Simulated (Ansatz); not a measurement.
# BaZrS3: the cost of one run

Program: Ansatz 0.2.0. Level of theory: DFT PBEsol, scalar-relativistic, plane waves, PAW. These are calculated values, not measurements.

That is the level of the relaxation; later steps name their own.

## 1. Starting point

Symmetry: Pnma, No. 62, orthorhombic system. The conventional cell has a = 7.134 Å, b = 10.042 Å, c = 7.064 Å, α = 90.00°, β = 90.00°, γ = 90.00°. Ba (site symmetry m) is surrounded by 8 S at 3.18 to 3.46 Å. Zr (site symmetry -1) is surrounded by 6 S at 2.55 to 2.56 Å. S (site symmetry m) is surrounded by 2 Zr at 2.55 Å and 2 Ba at 3.18 to 3.26 Å. S (site symmetry 1) is surrounded by 2 Zr at 2.55 to 2.56 Å and 3 Ba at 3.20 to 3.46 Å.

Coordinates:

```xyz
20
Lattice="7.1345 0.0000 0.0000 0.0000 10.0418 0.0000 0.0000 0.0000 7.0636" Properties=species:S:1:pos:R:3 pbc="T T T"
Ba    0.3070    2.5105    0.0618
Ba    3.2603    7.5314    3.5936
Ba    3.8742    2.5105    3.4700
Ba    6.8275    7.5314    7.0018
Zr    0.0000    0.0000    3.5318
Zr    3.5672    0.0000    0.0000
Zr    3.5672    5.0209    0.0000
Zr    0.0000    5.0209    3.5318
S     7.0928    2.5105    3.9619
S     3.6089    7.5314    0.4302
S     3.5256    2.5105    6.6334
S     0.0417    7.5314    3.1016
S     1.5215    9.7223    5.5563
S     2.0458    0.3195    2.0245
S     5.0887    5.3405    5.0390
S     5.6130    4.7014    1.5072
S     5.6130    0.3195    1.5072
S     5.0887    9.7223    5.0390
S     2.0458    4.7014    2.0245
S     1.5215    5.3405    5.5563
```

The structure comes from the Materials Project (structure only).

(A quick probe on a coarse mesh, which set the mesh and smearing, is not shown.)

## 3. Full relaxation

Contents of input.yaml:

```yaml
crystal:
  lattice:
    - [7.13448881, 0.0, 0.0]
    - [0.0, 10.04182376, 0.0]
    - [0.0, 0.0, 7.0635613]
  atoms:
    - { symbol: Ba, position: [0.04302725, 0.25, 0.00875008] }
    - { symbol: Ba, position: [0.45697275, 0.75, 0.50875008] }
    - { symbol: Ba, position: [0.54302725, 0.25, 0.49124992] }
    - { symbol: Ba, position: [0.95697275, 0.75, 0.99124992] }
    - { symbol: Zr, position: [0.0, 0.0, 0.5] }
    - { symbol: Zr, position: [0.5, 0.0, 0.0] }
    - { symbol: Zr, position: [0.5, 0.5, 0.0] }
    - { symbol: Zr, position: [0.0, 0.5, 0.5] }
    - { symbol: S, position: [0.99415816, 0.25, 0.56089726] }
    - { symbol: S, position: [0.50584184, 0.75, 0.06089726] }
    - { symbol: S, position: [0.49415816, 0.25, 0.93910274] }
    - { symbol: S, position: [0.00584184, 0.75, 0.43910274] }
    - { symbol: S, position: [0.21325579, 0.96817857, 0.78661805] }
    - { symbol: S, position: [0.28674421, 0.03182143, 0.28661805] }
    - { symbol: S, position: [0.71325579, 0.53182143, 0.71338195] }
    - { symbol: S, position: [0.78674421, 0.46817857, 0.21338195] }
    - { symbol: S, position: [0.78674421, 0.03182143, 0.21338195] }
    - { symbol: S, position: [0.71325579, 0.96817857, 0.71338195] }
    - { symbol: S, position: [0.28674421, 0.46817857, 0.28661805] }
    - { symbol: S, position: [0.21325579, 0.53182143, 0.78661805] }
basis:
  ecutwfc: 420
kpoints:
  mp_grid: { grid: [4, 4, 4] }
hamiltonian:
  xc: pbesol
scf:
  occupations: { method: gaussian, width: 0.02 }
output:
  forces: true
  stress: true
  eigenvalues: true
  write_density: true
  write_potential: true
  elf: true
  volumetric_format: npy
relax:
  adjacent_minimum: "off"
  f_tol: 0.005
  max_steps: 80
  cell: { stress_tol: 0.05 }
```

Launch:

```sh
> ansatz run input.yaml --threads 4 --pin off --max-ram 10240MiB --backend cpu --events-out ev --progress --plain --runs-dir out
```

Q: Estimate wall time and peak memory on 4 threads of Intel Xeon at 2.50GHz (Skylake/Cascade Lake), shared host.

About 6.4 min, with a peak of 2.2 GiB.
